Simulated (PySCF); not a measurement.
Spectra and structures to be paired. Computed with TDDFT wB97X-D/def2-SVPD, vertical, gas phase, core orbitals frozen in the response in PySCF. Geometries: PBE0-D3(BJ)/def2-SVP; one conformer of each isolated species. Triplets are in the Tamm–Dancoff approximation. Relativistic effects are left out although some hold elements past zinc.

A. `C#Cc1ccccc1`
B. `[H][Si]([H])(C)C(C)(C)C`
C. `CC[O][GeH2][NH][SiH3]`
D. `CN([SiH2][O][GeH3])C`

Lowest singlet levels (six at most, fewer where fewer were computed) with oscillator strengths:

1. 239 nm (f 0.001); 232 nm (f 0.304); 219 nm (f 0.000); 196 nm (f 0.000); 189 nm (f 0.323); 187 nm (f 0.207); T1 3.65 eV
2. 162 nm (f 0.021); 154 nm (f 0.003); 144 nm (f 0.266); 142 nm (f 0.006); 142 nm (f 0.105); 141 nm (f 0.034); T1 7.51 eV
3. 201 nm (f 0.006); 190 nm (f 0.066); 177 nm (f 0.000); 172 nm (f 0.002); 170 nm (f 0.013); 169 nm (f 0.025); T1 6.00 eV
4. 192 nm (f 0.015); 170 nm (f 0.005); 166 nm (f 0.013); 165 nm (f 0.006); 160 nm (f 0.061); 157 nm (f 0.021); T1 6.14 eV

Task: Which spectrum belongs to which structure?

Result: 1 = A, 2 = B, 3 = D, 4 = C.
- A: S1 at 5.18 eV, HOMO-1→LUMO (49%), HOMO→LUMO+1 (47%); Löwdin shares by element: HOMO carbon 68% or more (atoms not listed hold the other 32%); LUMO carbon 56% or more (atoms not listed hold the other 44%); HOMO -8.61 and LUMO 0.57 eV; point group C2v, 2 of its 6 listed states under f = 0.0005.
- B: S1 at 7.67 eV, HOMO→LUMO (88%); Löwdin shares by element: HOMO carbon 46% or more, silicon 20% (atoms not listed hold the other 34%); LUMO carbon 27% or more, silicon 22% (atoms not listed hold the other 51%); HOMO -9.49 and LUMO 2.15 eV.
- C: S1 at 6.45 eV, HOMO→LUMO (87%); Löwdin shares by element: HOMO nitrogen 50%, oxygen 13%, silicon 12%, hydrogen 7% or more (atoms not listed hold the other 18%); LUMO silicon 25%, germanium 19%, hydrogen 13% or more, nitrogen 9% (atoms not listed hold the other 35%); HOMO -9.41 and LUMO 1.66 eV.
- D: S1 at 6.16 eV, HOMO→LUMO+1 (46%), HOMO→LUMO (26%), HOMO→LUMO+2 (18%); Löwdin shares by element: HOMO nitrogen 55%, carbon 19%, oxygen 5% (atoms not listed hold the other 22%); LUMO germanium 43%, hydrogen 32% or more (atoms not listed hold the other 25%); HOMO -8.39 and LUMO 1.70 eV.
